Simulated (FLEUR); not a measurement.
**Fe under changes of volume**

One of the cells (12.019 Å³/atom); the others are scaled copies at fixed shape and fractional positions:

```
Fe
1.0
    -1.44300    1.44300    1.44300
     1.44300   -1.44300    1.44300
     1.44300    1.44300   -1.44300
Fe
1
Direct
  0.00000 0.00000 0.00000
```

```yaml
Program: FLEUR MaX-R8.1 (later development tree)
Functional: PBEsol
Potentials_or_basis: all-electron
Basis: FLAPW
Kmax: 4.58 1/bohr
k_mesh: 13 × 13 × 13
Occupations: fermi-dirac, width 0.05 eV
Spin: collinear spin, ferromagnetic start
Starting_moments: "[3.0] μB"
```

```csv
volume (Å³/atom),energy over the lowest point (meV/atom),moment (μB per cell)
11.298,0.00,2.12
11.538,17.04,2.16
11.778,38.99,2.20
12.019,64.60,2.26
12.259,?,?
12.499,123.77,2.40
12.740,155.39,2.51
```

Problem. What does the run at 12.259 Å³/atom give?

Solution. Energy over the lowest point 92.91 meV/atom; moment 2.33 μB per cell.

Worked out: A Birch-Murnaghan fit of order 3 (a polynomial in V^(-2/3)) to the other rows has no minimum within the range. It gives 93.23 meV/atom at 12.259 Å³/atom, against the run's 92.91. A parabola through the other rows of the moment, of slope 0.316 μB per Å³/atom there, gives 2.33 μB, against the run's 2.33.

Energies are extrapolated to zero smearing.
